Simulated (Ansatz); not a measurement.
# From the elastic tensor of ZrS$_{2}$ to moduli and sound speeds

Method: DFT PBEsol, scalar-relativistic, plane waves, PAW (Ansatz 0.2.0). Plane waves to 420 eV; Γ-centred k mesh 12×12×6; fixed occupations. No spin polarisation.

Symmetry: P-3m1, No. 164, trigonal system. The conventional cell has a = 3.627 Å, b = 3.627 Å, c = 5.887 Å, α = 90.00°, β = 90.00°, γ = 120.00°. Zr (site symmetry -3m) is surrounded by 6 S at 2.55 Å. S (site symmetry 3m) has 3 Zr at 2.55 Å as nearest neighbours.

The crystal is built of layers and no dispersion correction was added, so the binding between them is poorly described, and with it their spacing and whatever depends on it.

Relaxed-ion constants (GPa, on the Cartesian axes of the calculation):
C11 = 131.7, C12 = 25.0, C13 = 2.3, C14 = -1.3, C22 = 131.7, C23 = 2.3, C24 = 1.3, C33 = 20.7, C44 = 6.5, C55 = 6.5, C56 = -1.3, C66 = 53.4 GPa; the others vanish.

Density 3.845 g/cm³; 3 atoms in 67.08 Å³.

The values that follow are for a polycrystal of randomly turned grains, by Hill's mean where one number stands. In a crystal this anisotropic the Voigt and Reuss bounds lie far apart, so Hill's mean and the sound speeds and Debye temperature from it are rough.

```json
{
 "Bulk modulus, Voigt / Reuss / Hill": "38.1 / 17.1 / 27.6 GPa",
 "Shear modulus, Voigt / Reuss / Hill": "30.2 / 11.9 / 21.1 GPa",
 "Young's modulus": "50 GPa",
 "Poisson ratio": "0.196",
 "Pugh ratio B/G": "1.31",
 "Universal anisotropy index": "8.93",
 "Longitudinal and transverse sound speeds": "3805 and 2340 m/s",
 "Debye temperature from the mean sound speed": "273 K"
}
```

Cost: 1 run of about 4.5 core-minutes, on Arm Neoverse V1 (shared hosts).

The stiffness splits sharply by direction: C11 is 131.7 GPa, while C33 is only 20.7 GPa and C44, which measures the resistance to layers sliding over one another, is 6.5 GPa. Straining a layer in its plane distorts the polar covalent Zr–S bonds, formed by S 3p and formally empty Zr 4d states. Strain along c or basal shear can instead be taken up largely in the gap between closed-shell sulfur sheets.

The same contrast explains the low Reuss bulk modulus of 17.1 GPa, close to C33: under hydrostatic pressure the crystal shortens mainly along c, and the layers themselves contract little. The small C13 shows that in-plane strain produces little stress along c, and the small C14 leaves the elastic response close to hexagonal.

The tensor meets the conditions for elastic stability, but this doesn't test stability against phonons of finite wavelength. Nor does the Pugh ratio settle whether the material is brittle or ductile, since easy cleavage and basal slip are properties of particular planes that an isotropic average conceals.
